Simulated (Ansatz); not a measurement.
# MgS (Niningerite): single point with PBE

Crystal: MgS (Niningerite).

```
S Mg
1.0
     0.00000    2.60165    2.60165
     2.60165    0.00000    2.60165
     2.60165    2.60165    0.00000
S Mg
1 1
Direct
  0.50000 0.50000 0.50000
  0.00000 0.00000 0.00000
```

```json
{"Program": "Ansatz 0.2.0", "Task": "single point", "Functional": "PBE", "Potentials or basis": "Ansatz PAW", "Cutoff": "420 eV (not typed: the program's choice for these potentials)", "k mesh": "9 × 9 × 9", "Occupations": "gaussian, width 0.026 eV", "Spin": "no spin polarisation"}
```

```json
{
  "Pressure": "1.2 GPa",
  "Band gap on the k mesh": "2.92 eV, indirect (least direct gap 3.72 eV)"
}
```

Levels at points of the mesh, in eV from the valence-band top:
| k point | band 6 | band 7 | band 8 | band 9 | band 10 | band 11 |
| --- | --- | --- | --- | --- | --- | --- |
| (0.00, 0.00, 0.00) | 0.00 | 0.00 | 0.00 | 3.72 | 7.92 | 7.92 |

Wall time 0.72 s on 2 threads of Intel(R) Xeon(R) Platinum 8488C (Sapphire Rapids) (shared host), peak memory 0.35 GiB.

Caveat: odd divisions of the mesh miss points on the zone boundary, where band edges often lie, so the gap on the mesh can be too wide. A k mesh can miss the band edges.
